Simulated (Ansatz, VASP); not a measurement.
## Au: VASP beside Ansatz

```
CELL_PARAMETERS angstrom
0.00000 1.97118 1.97118
1.97118 0.00000 1.97118
1.97118 1.97118 0.00000
ATOMIC_POSITIONS crystal
Au 0.00000 0.00000 0.00000
```

Change from the starting cell: volume scaled by 0.9, LAPW.

Alike in both runs: task single point; functional PBEsol; k mesh 16 × 16 × 16; occupations fermi-dirac, width 0.05 eV; no spin polarisation.

|  | VASP | Ansatz |
| --- | --- | --- |
| version | VASP 6.6.1 | Ansatz 0.2.0 |
| potentials or method | VASP PAW PBE potentials, release 64 (Au), cutoff 520 eV | all-electron LAPW, scalar-relativistic |

VASP gave:

* pressure (GPa): 24.7

Task: Estimate Ansatz's values.

Result: Pressure (GPa): 25.0.

Ansatz ran all-electron here, so the differences hold the error of VASP's frozen core and of both bases.

Caveats: so large a pressure means that the cell lies far from this level's equilibrium, or that cutoff or potentials fall short (VASP); the potentials were made for another functional, which shifts forces and pressure (VASP). Spin-orbit coupling is left out, which matters for the levels of Au.
